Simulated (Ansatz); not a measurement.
Zincblende AlAs (r2SCAN geometry), in Ansatz:

```yaml
crystal:
  lattice:
    - [0.00000, 2.83892, 2.83892]
    - [2.83892, 0.00000, 2.83892]
    - [2.83892, 2.83892, 0.00000]
  atoms:
    - { symbol: Al, position: [0.00000, 0.00000, 0.00000] }
    - { symbol: As, position: [0.25000, 0.25000, 0.25000] }
```

G0W0@PBE with 172 empty bands, a screening cutoff of 140 eV and a 4×4×4 mesh (PAW, contour deformation) gives 2.069 eV over the mesh points, from a PBE gap of 1.436 eV; it sums over 181 bands with 169 plane waves in the screening and a wave cutoff of 420 eV. The G0W0 figures hold for the stated bands, cutoff and mesh and aren't extrapolated. The values are computed, spin-unpolarised, and not measurements.

Question: Estimate the gap with empty bands 74, screening cutoff 80 eV.

Answer: 1.915 eV (-0.154 eV), from a Kohn-Sham gap of 1.436 eV.

Question: Estimate the gap with potentials of the kind norm-conserving.

Answer: 2.063 eV (-0.006 eV), from a Kohn-Sham gap of 1.434 eV.

The runs are scalar-relativistic, without spin-orbit coupling.
